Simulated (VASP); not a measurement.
# W in VASP: further runs

The runs below take W through single point, with PBE.

Everything below comes from runs of VASP 6.6.1. Logs are shortened: lines on timing, memory, paths and dates and some standing lists are left out, and cuts for length are marked.

## 1. The structure

The cell holds a slab with vacuum, 6 atoms: a = 2.871 Å, b = 2.871 Å, c = 25.150 Å, α = 90.00°, β = 90.00°, γ = 90.00°.

The slab is cut from a database's or a generator's crystal, which needn't be the stable form of the element.

## 2. Single point, PBE

Contents of INCAR:

```
SYSTEM = W
PREC = Accurate ; ENCUT = 600
EDIFF = 1E-6 ; ISMEAR = -1
SIGMA = 0.05 ; LREAL = .False.
LASPH = .True. ; NELM = 60
ALGO = Fast ; ISIF = 2
LWAVE = .False. ; LCHARG = .True.
LDIPOL = .True. ; IDIPOL = 3
DIPOL = 0.5 0.5 0.500 ; GGA = PE
LELF = .True. ; LVHAR = .True.
LVACPOTAV = .True.
```

Contents of KPOINTS:

```
regular mesh
0
Gamma
  7 7 1
  0 0 0
```

Contents of POSCAR:

```
W
1.0
    2.8708535316      0.0000000000      0.0000000000
    0.0000000000      2.8708535316      0.0000000000
    0.0000000000      0.0000000000     25.1500000000
W
6
Direct
    0.5000000000      0.5000000000      0.2982107356
    0.0000000000      0.0000000000      0.3789264414
    0.5000000000      0.5000000000      0.4596421471
    0.0000000000      0.0000000000      0.5403578529
    0.5000000000      0.5000000000      0.6210735586
    0.0000000000      0.0000000000      0.7017892644
```

Potentials or basis: VASP PAW PBE potentials, release 64 (W_sv).

Launch:

```
$ cat potpaw_PBE.64/W_sv/POTCAR > POTCAR
$ mpirun -np 1 vasp_std > vasp.out
```

OUTCAR:

```text
SYSTEM = W
   PREC = Accurate
   ENCUT = 600
   EDIFF = 1E-6
   ISMEAR = -1
   LREAL = .False.
   LASPH = .True.
   NELM = 60
   ISIF = 2
   GGA = PE

 ion  position               nearest neighbor table
   1  0.500  0.500  0.298-   2 2.87   2 2.87   2 2.87   2 2.87
   2  0.000  0.000  0.379-   3 2.87   3 2.87   3 2.87   3 2.87   1 2.87   1 2.87   1 2.87   1 2.87

   3  0.500  0.500  0.460-   2 2.87   2 2.87   2 2.87   2 2.87   4 2.87   4 2.87   4 2.87   4 2.87

   4  0.000  0.000  0.540-   5 2.87   5 2.87   5 2.87   5 2.87   3 2.87   3 2.87   3 2.87   3 2.87

   5  0.500  0.500  0.621-   4 2.87   4 2.87   4 2.87   4 2.87   6 2.87   6 2.87   6 2.87   6 2.87

   6  0.000  0.000  0.702-   5 2.87   5 2.87   5 2.87   5 2.87

  LATTYP: Found a simple tetragonal cell.
 ALAT       =     2.8708535316
 C/A-ratio  =     8.7604608606

  Lattice vectors:

 A1 = (   2.8708535316,   0.0000000000,   0.0000000000)
 A2 = (   0.0000000000,   2.8708535316,   0.0000000000)
 A3 = (   0.0000000000,   0.0000000000,  25.1500000000)

Analysis of symmetry for initial positions (statically):
=====================================================================
 Subroutine PRICEL returns:
 Original cell was already a primitive cell.

 Routine SETGRP: Setting up the symmetry group for a
 simple tetragonal supercell.

 Subroutine GETGRP returns: Found 16 space group operations
 (whereof  8 operations were pure point group operations)
 out of a pool of 16 trial point group operations.

The static configuration has the point symmetry C_4v.
 The point group associated with its full space group is D_4h.

Analysis of symmetry for dynamics (positions and initial velocities):
=====================================================================
 Subroutine PRICEL returns:
 Original cell was already a primitive cell.

 Routine SETGRP: Setting up the symmetry group for a
 simple tetragonal supercell.

 Subroutine GETGRP returns: Found 16 space group operations
 (whereof  8 operations were pure point group operations)
 out of a pool of 16 trial point group operations.

The dynamic configuration has the point symmetry C_4v.
 The point group associated with its full space group is D_4h.

 Subroutine INISYM returns: Found 16 space group operations
 (whereof  8 operations are pure point group operations),
 and found     1 'primitive' translations

----------------------------------------------------------------------------------------

                                     Primitive cell

  volume of cell :     207.2813

  direct lattice vectors                    reciprocal lattice vectors
     2.870853532  0.000000000  0.000000000     0.348328464  0.000000000  0.000000000
     0.000000000  2.870853532  0.000000000     0.000000000  0.348328464  0.000000000
     0.000000000  0.000000000 25.150000000     0.000000000  0.000000000  0.039761431

  length of vectors
     2.870853532  2.870853532 25.150000000     0.348328464  0.348328464  0.039761431

  position of ions in fractional coordinates (direct lattice)
     0.500000000  0.500000000  0.298210736
     0.000000000  0.000000000  0.378926441
     0.500000000  0.500000000  0.459642147
     0.000000000  0.000000000  0.540357853
     0.500000000  0.500000000  0.621073559
     0.000000000  0.000000000  0.701789264

  ion indices of the primitive-cell ions
   primitive index   ion index
                 1           1
                 2           2
                 3           3
                 4           4
                 5           5
                 6           6

----------------------------------------------------------------------------------------

 KPOINTS: regular mesh

Automatic generation of k-mesh.
 Grid dimensions read from file:
 generate k-points for:    7    7    1

 Generating k-lattice:

  Cartesian coordinates                     Fractional coordinates (reciprocal lattice)
     0.049761209  0.000000000  0.000000000     0.142857143  0.000000000  0.000000000
     0.000000000  0.049761209  0.000000000     0.000000000  0.142857143  0.000000000
     0.000000000  0.000000000  0.039761431     0.000000000  0.000000000  1.000000000

  Length of vectors
     0.049761209  0.049761209  0.039761431

  Shift w.r.t. Gamma in fractional coordinates (k-lattice)
     0.000000000  0.000000000  0.000000000

 Subroutine IBZKPT returns following result:
 ===========================================

 Found     10 irreducible k-points:

 Following reciprocal coordinates:
            Coordinates               Weight
  0.000000  0.000000  0.000000      1.000000
  0.142857  0.000000  0.000000      4.000000
  0.285714  0.000000  0.000000      4.000000
  0.428571  0.000000  0.000000      4.000000
  0.142857  0.142857  0.000000      4.000000
  0.285714  0.142857  0.000000      8.000000
  0.428571  0.142857  0.000000      8.000000
  0.285714  0.285714  0.000000      4.000000
  0.428571  0.285714  0.000000      8.000000
  0.428571  0.428571  0.000000      4.000000
   k-points           NKPTS =     10   k-points in BZ     NKDIM =     10   number of bands    NBANDS=     50
   number of dos      NEDOS =    301   number of ions     NIONS =      6
   total plane-waves  NPLWV = 120960
   dimension x,y,z NGX =    24 NGY =   24 NGZ =  210
   dimension x,y,z NGXF=    48 NGYF=   48 NGZF=  420
   ions per type =               6
   NGX,Y,Z   is equivalent  to a cutoff of  13.90, 13.90, 13.88 a.u.
   NGXF,Y,Z  is equivalent  to a cutoff of  27.80, 27.80, 27.76 a.u.
 SYSTEM =  W
   PREC   = accura    normal or accurate (medium, high low for compatibility)
   ISTART =      0    job   : 0-new  1-cont  2-samecut
   ICHARG =      2    charge: 1-file 2-atom 10-const
   ISPIN  =      1    spin polarized calculation?
   LNONCOLLINEAR =      F non collinear calculations
   LSORBIT =      F    spin-orbit coupling
   LASPH  =      T    aspherical Exc in radial PAW
   ENCUT  =  600.0 eV  44.10 Ry    6.64 a.u.   5.73  5.73 50.23*2*pi/ulx,y,z
   NELM   =     60;   NELMIN=  2; NELMDL= -5     # of ELM steps
   EDIFF  = 0.1E-05   stopping-criterion for ELM
   LREAL  =      F    real-space projection
   EDIFFG = 0.1E-04   stopping-criterion for IOM
   NSW    =      0    number of steps for IOM
   IBRION =     -1    ionic relax: 0-MD 1-quasi-New 2-CG
   NFREE  =      0    steps in history (QN), initial steepest desc. (CG)
   ISIF   =      2    stress and relaxation
   ISYM   =      2    0-nonsym 1-usesym 2-fastsym
   POTIM  = 0.5000    time-step for ionic-motion
   TEBEG  =    0.0;   TEEND  =   0.0 temperature during run
   PSTRESS=    0.0 pullay stress
   NELECT =      84.0000    total number of electrons
   NUPDOWN=      -1.0000    fix difference up-down
   EMIN   =  10.00;   EMAX   =-10.00  energy-range for DOS
   EFERMI =   0.00;   METHOD = LEGACY
   ISMEAR =    -1;   SIGMA  =   0.05  broadening in eV -4-tet -1-fermi 0-gaus
   EFERMI_NEDOS =   21; number of points for ismear=-14 and -15
   IALGO  =     68    algorithm
   IMIX   =      4    mixing-type and parameters
     AMIX     =   0.40;   BMIX     =  1.00
     AMIX_MAG =   1.60;   BMIX_MAG =  1.00
  volume/ion in A,a.u.               =      34.55       233.13
  Fermi-wavevector in a.u.,A,eV,Ry     =   1.211475  2.289356 19.968896  1.467672
  Thomas-Fermi vector in A             =   2.346990
   LORBIT       =      0    0 simple, 1 ext, 2 COOP (PROOUT), +10 PAW based schemes
   GGA     = PE    functional components
   LHFCALC =     F    Hartree Fock is set to
   AEXX    =    0.0000 exact exchange contribution
   IVDW    =     0    specifies the selected vdW correction
   LEPSILON=     F    determine dielectric tensor
   LRPA    =     F    only Hartree local field effects (RPA)
 non-spin polarized calculation
 RMM-DIIS sequential band-by-band and
  energy-cutoff  :      600.00
  volume of cell :      207.28
 maximum number of plane-waves:      6966
 NGX is ok and might be reduce to    24
   NGX = 11   NGY = 11   NGZ =101

 number of electron      83.9999984 magnetization

 dipolmoment           0.000000      0.000000     -0.000000 electrons x Angstroem

 Free energy of the ion-electron system (eV)
  ---------------------------------------------------
  ext. energy  EPLUGINS =         0.00000000
  ---------------------------------------------------
  free energy    TOTEN  =       -71.30893979 eV

  energy without entropy =      -71.21692945  energy(sigma->0) =      -71.26293462

 E-fermi :   2.7898     XC(G=0):  -7.3584

 val. band max:        2.7783102937   @ k =   0.1429   0.1429   0.0000
 cond. band min:       2.8229338840   @ k =   0.4286   0.0000   0.0000
 fundamental gap:      0.0446235902
 Fermi energy:         2.7898468000

 k-point     1 :       0.0000    0.0000    0.0000
  band No.  band energies     occupation
      1     -71.3367      2.00000
      2     -71.3367      2.00000
      3     -70.9473      2.00000
      4     -70.9447      2.00000
      5     -70.8119      2.00000
      6     -70.7498      2.00000
[... 42 lines left out ...]
     49       5.0539      0.00000
     50       5.0810      0.00000

 k-point     2 :       0.1429    0.0000    0.0000
  band No.  band energies     occupation
      1     -71.3303      2.00000
      2     -71.3302      2.00000
      3     -70.9400      2.00000
      4     -70.9381      2.00000
      5     -70.8042      2.00000
      6     -70.7478      2.00000
[... 42 lines left out ...]
     49       4.8396      0.00000
     50       5.0236      0.00000

 k-point     3 :       0.2857    0.0000    0.0000
  band No.  band energies     occupation
      1     -71.3156      2.00000
      2     -71.3156      2.00000
      3     -70.9238      2.00000
      4     -70.9231      2.00000
      5     -70.7850      2.00000
      6     -70.7452      2.00000
[... 360 lines left out ...]
     49       5.4300      0.00000
     50       5.6610      0.00000

 k-point    10 :       0.4286    0.4286    0.0000
  band No.  band energies     occupation
      1     -71.2739      2.00000
      2     -71.2739      2.00000
      3     -70.8803      2.00000
      4     -70.8803      2.00000
      5     -70.7276      2.00000
      6     -70.7244      2.00000
[... 42 lines left out ...]
     49       6.5616      0.00000
     50       6.8923      0.00000

------------------------ aborting loop because EDIFF is reached ----------------------------------------

  FORCE on cell =-STRESS in cart. coord.  units (eV):
  Direction    XX          YY          ZZ          XY          YZ          ZX
  --------------------------------------------------------------------------------------
  -------------------------------------------------------------------------------------
  Total      -11.1498852    -11.1498852     -3.3625613      0.0000000      0.0000000      0.0000000
  in kB      -86.1828631    -86.1828631    -25.9908646      0.0000000      0.0000000      0.0000000
  external PRESSURE =     -66.1188636 kB  Pullay stress =       0.0000000 kB

 VOLUME and BASIS-vectors are now :
 -----------------------------------------------------------------------------
  energy-cutoff  :      600.00
  volume of cell :      207.28
      direct lattice vectors                 reciprocal lattice vectors
     2.870853532  0.000000000  0.000000000     0.348328464  0.000000000  0.000000000
     0.000000000  2.870853532  0.000000000     0.000000000  0.348328464  0.000000000
     0.000000000  0.000000000 25.150000000     0.000000000  0.000000000  0.039761431

 POSITION                                       TOTAL-FORCE (eV/Angst)
 -----------------------------------------------------------------------------------
      1.43543      1.43543      7.50000        -0.000000      0.000000      0.375701
      0.00000      0.00000      9.53000         0.000000      0.000000     -0.069096
      1.43543      1.43543     11.56000         0.000000      0.000000     -0.029669
      0.00000      0.00000     13.59000         0.000000     -0.000000      0.029669
      1.43543      1.43543     15.62000        -0.000000     -0.000000      0.069096
      0.00000      0.00000     17.65000         0.000000     -0.000000     -0.375701
 -----------------------------------------------------------------------------------
    total drift:                                0.000000     -0.000000      0.000000

  FREE ENERGIE OF THE ION-ELECTRON SYSTEM (eV)
  ---------------------------------------------------
  free  energy   TOTEN  =       -71.3089397946 eV

  energy  without entropy=      -71.2169294538  energy(sigma->0) =      -71.26293462

 vacuum level on the upper side and lower side of the slab         7.330         7.330
```

Wall time 4.1 min (1 thread of Intel Xeon Platinum 8559C (Emerald Rapids), shared host); peak memory 0.38 GiB.

Results:

```
Free energy                     : -71.3089 eV
Largest force                   : 0.376 eV/Å
Band gap on the k mesh          : none (metal or under the smearing width)
Work function of the upper face : 4.54 eV
Work function of the lower face : 4.54 eV
```

Forces on the atoms (eV/Å):
```
W    0.000  0.000  0.376
W    0.000  0.000 -0.069
W    0.000  0.000 -0.030
W    0.000  0.000  0.030
W    0.000  0.000  0.069
W    0.000  0.000 -0.376
```

Levels at points of the mesh, in eV from the Fermi level:
```tsv
k point	band 40	band 41	band 42	band 43	band 44	band 45
(0.00, 0.00, 0.00)	-0.38	0.09	0.09	0.29	0.81	1.01
```

Spin-orbit coupling is left out, which matters for the levels of W.

## 3. Single point, PBE

INCAR is that of step 2.

KPOINTS is that of step 2.

POSCAR is that of step 2.

Potentials or basis: VASP PAW PBE potentials, release 64 (W).

Launch:

```
$ cat potpaw_PBE.64/W/POTCAR > POTCAR
$ mpirun -np 1 vasp_std > vasp.out
```

It took 2 min on 1 thread of Intel Xeon Platinum 8559C (Emerald Rapids), shared host; peak memory 0.35 GiB.

Results (log left out):

- Free energy: -71.5569 eV
- Largest force: 0.575 eV/Å
- Band gap on the k mesh: none (metal or under the smearing width)
- Work function of the upper face: 4.54 eV
- Work function of the lower face: 4.54 eV

Forces in eV/Å, atoms in the order of the input:
```
W    0.000  0.000  0.575
W    0.000  0.000 -0.076
W    0.000  0.000 -0.049
W    0.000  0.000  0.049
W    0.000  0.000  0.076
W    0.000  0.000 -0.575
```

Levels at points of the mesh, in eV from the Fermi level:
| k point | band 16 | band 17 | band 18 | band 19 | band 20 | band 21 |
| --- | --- | --- | --- | --- | --- | --- |
| (0.00, 0.00, 0.00) | -0.39 | 0.09 | 0.09 | 0.31 | 0.82 | 1.00 |

## 4. Single point, PBE

INCAR is that of step 3.

KPOINTS is that of step 3.

POSCAR is that of step 3.

Potentials or basis: VASP PAW PBE potentials, release 64 (W_sv).

Launch:

```
$ cat potpaw_PBE.64/W_sv/POTCAR > POTCAR
$ mpirun -np 1 vasp_std > vasp.out
```

It took 2.9 min on 1 thread of Intel Xeon Platinum 8559C (Emerald Rapids), shared host; peak memory 0.38 GiB.

Results (log left out):

| Property | Result |
| --- | --- |
| Free energy | -71.3089 eV |
| Largest force | 0.376 eV/Å |
| Band gap on the k mesh | none (metal or under the smearing width) |
| Work function of the upper face | 4.54 eV |
| Work function of the lower face | 4.54 eV |

Forces on the atoms (eV/Å):
```
W    0.000  0.000  0.376
W    0.000  0.000 -0.069
W    0.000  0.000 -0.030
W    0.000  0.000  0.030
W    0.000  0.000  0.069
W    0.000  0.000 -0.376
```

Levels at points of the mesh, in eV from the Fermi level:
```csv
k point,band 40,band 41,band 42,band 43,band 44,band 45
"(0.00, 0.00, 0.00)",-0.38,0.09,0.09,0.29,0.81,1.01
```

Spin-orbit coupling is left out, which matters for the levels of W.

## 5. Single point, PBE

INCAR is that of step 4.

KPOINTS is that of step 4.

POSCAR is that of step 4.

Potentials or basis: VASP PAW PBE potentials, release 64 (W_sv_GW).

Launch:

```
$ cat potpaw_PBE.64/W_sv_GW/POTCAR > POTCAR
$ mpirun -np 1 vasp_std > vasp.out
```

Wall time 7.3 min (1 thread of Intel Xeon Platinum 8559C (Emerald Rapids), shared host); peak memory 0.4 GiB.

Results (log left out):

| Quantity | Value |
| --- | --- |
| Free energy | -83.7563 eV |
| Largest force | 0.421 eV/Å |
| Band gap on the k mesh | none (metal or under the smearing width) |
| Work function of the upper face | 4.54 eV |
| Work function of the lower face | 4.54 eV |

Forces in eV/Å, atoms in the order of the input:
```
W    0.000  0.000  0.421
W    0.000  0.000 -0.066
W    0.000  0.000 -0.032
W    0.000  0.000  0.032
W    0.000  0.000  0.066
W    0.000  0.000 -0.421
```

Levels at points of the mesh, in eV from the Fermi level:
```csv
k point,band 39,band 40,band 41,band 42,band 43,band 44,band 45,band 46
"(0.00, 0.00, 0.00)",-0.38,-0.38,0.09,0.09,0.30,0.81,1.00,1.00
```

Spin-orbit coupling is left out, which matters for the levels of W.

## 6. The runs side by side

| potentials or basis | gap on the mesh (eV) | largest force (eV/Å) | work function (eV) |
| --- | --- | --- | --- |
| VASP PAW PBE potentials, release 64 (W_sv) | none | 0.38 | 4.54 |
| VASP PAW PBE potentials, release 64 (W) | none | 0.57 | 4.54 |
| VASP PAW PBE potentials, release 64 (W_sv_GW) | none | 0.42 | 4.54 |

Alike in all rows: task single point; level PBE; no spin polarisation; cell as given; k mesh 7 × 7 × 1; cutoff (eV) 600; smearing fermi-dirac 0.05 eV.

Total energies depend on the potentials used, so only differences within one code and one set of settings carry meaning.
